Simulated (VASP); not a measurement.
Wanted: the native input for a VASP 6.6.1 run.

* Task: relaxation of cell and atoms
* Functional: r2SCAN
* Dispersion: rVV10
* Potentials or basis: VASP PAW PBE potentials, release 64 (Te)
* Cutoff: 600 eV
* k mesh: 9 × 9 × 6
* Occupations: gaussian, width 0.03 eV
* Spin: no spin polarisation
* Further INCAR settings: ALGO = Normal; EDIFF = 1e-07; IBRION = 2; EDIFFG = -0.005; NSW = 90; ISIF = 3

The structure of Te lies in POSCAR:

```
Te                                      
1.0
    4.4710550972     -0.0000000000     -0.0000000000
   -2.2355275486      3.8720472959      0.0000000000
    0.0000000000     -0.0000000000      5.9556104549
  Te            
     3
Direct
     0.2652273567524318    0.0000000000000000    0.3333333332999970
     0.0000000000000000    0.2652273567524319    0.6666666667000030
     0.7347726432475683    0.7347726432475683    1.0000000000000000
```

One way to write it, as run:

INCAR

```
SYSTEM = Te
PREC = Accurate ; ENCUT = 600
EDIFF = 1E-7 ; ISMEAR = 0
SIGMA = 0.03 ; LREAL = .False.
LASPH = .True. ; NELM = 80
ALGO = Normal ; ISIF = 3
LWAVE = .False. ; LCHARG = .False.
METAGGA = R2SCAN ; LMIXTAU = .True.
LUSE_VDW = .True. ; IVDW_NL = 2
BPARAM = 11.95 ; CPARAM = 0.0093
IBRION = 2 ; NSW = 90
EDIFFG = -0.005
```

KPOINTS

```
regular mesh
0
Gamma
  9 9 6
  0 0 0
```

Potentials or basis: VASP PAW PBE potentials, release 64 (Te).

Run with:

```console
$ cat potpaw_PBE.64/Te/POTCAR > POTCAR
$ mpirun -np 1 vasp_std > vasp.out
```

Results of the run:

* Pressure after relaxing: 0.0 GPa
* Largest force after relaxing: 0.004 eV/Å
* Band gap on the k mesh: 0.31 eV, direct

Caveat: the relaxation stopped at its first step, so nothing moved; the PAW data sets were made with another functional, which shifts forces and pressure a little; spin-orbit coupling is left out, which moves the levels of the heavy elements; an odd mesh through Γ misses points on the zone boundary, where band edges often lie.

It took 13 min on 1 thread of Intel(R) Xeon(R) Platinum 8259CL CPU @ 2.50GHz (Skylake/Cascade Lake), on a shared host, peak memory 0.53 GiB.
